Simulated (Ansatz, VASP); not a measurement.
# One calculation of Ti, two programs

Contents of INCAR:

```
PREC = Accurate
ENCUT = 520
EDIFF = 1E-7
ISMEAR = 0
SIGMA = 0.1
LREAL = False
LASPH = True
NELM = 100
ALGO = Fast
ISIF = 2
LWAVE = False
LCHARG = False
GGA = PE
NBANDS = 12
```

KPOINTS

```
regular mesh
0
Gamma
  16 16 16
```

Contents of POSCAR:

```
Ti
1.0
   -1.7664815063      1.7664815063      1.7664815063
    1.7664815063     -1.7664815063      1.7664815063
    1.7664815063      1.7664815063     -1.7664815063
Ti
1
Direct
    0.0000000000      0.0000000000      0.0000000000
```

Input for Ansatz:

```yaml
crystal:
  lattice:
    - [-1.7664815063, 1.7664815063, 1.7664815063]
    - [1.7664815063, -1.7664815063, 1.7664815063]
    - [1.7664815063, 1.7664815063, -1.7664815063]
  atoms:
    - { symbol: Ti, position: [0.0, 0.0, 0.0] }
basis:
  ecutwfc: 420
kpoints:
  mp_grid: { grid: [16, 16, 16] }
hamiltonian:
  xc: pbe
scf:
  occupations: { method: gaussian, width: 0.1 }
output:
  forces: true
  stress: true
  eigenvalues: true
```

Alike in both runs: task single point; functional PBE; k mesh 16 × 16 × 16; occupations gaussian, width 0.1 eV; no spin polarisation.

|  | VASP | Ansatz |
| --- | --- | --- |
| version | VASP 6.6.1 | Ansatz 0.2.0 |
| potentials or method | VASP PAW PBE potentials, release 64 (Ti_sv) | scalar-relativistic, plane waves, PAW |
| plane-wave cutoff (eV) | 520 | 420 |
| valence electrons in the cell | 12 | 12 |

|  | VASP | Ansatz | Ansatz less VASP |
| --- | --- | --- | --- |
| gap on the k mesh at the Fermi level (eV) | none | none | - |
| pressure (GPa) | -16.8 | -16.8 | +0.03 |

A gap of «none» marks a metal or a gap that the smearing closes. The functional is the same, so the differences come from potentials, cutoffs and numerics.

Caveats: so large a pressure means that the cell lies far from this level's equilibrium, or that cutoff or potentials fall short (VASP).
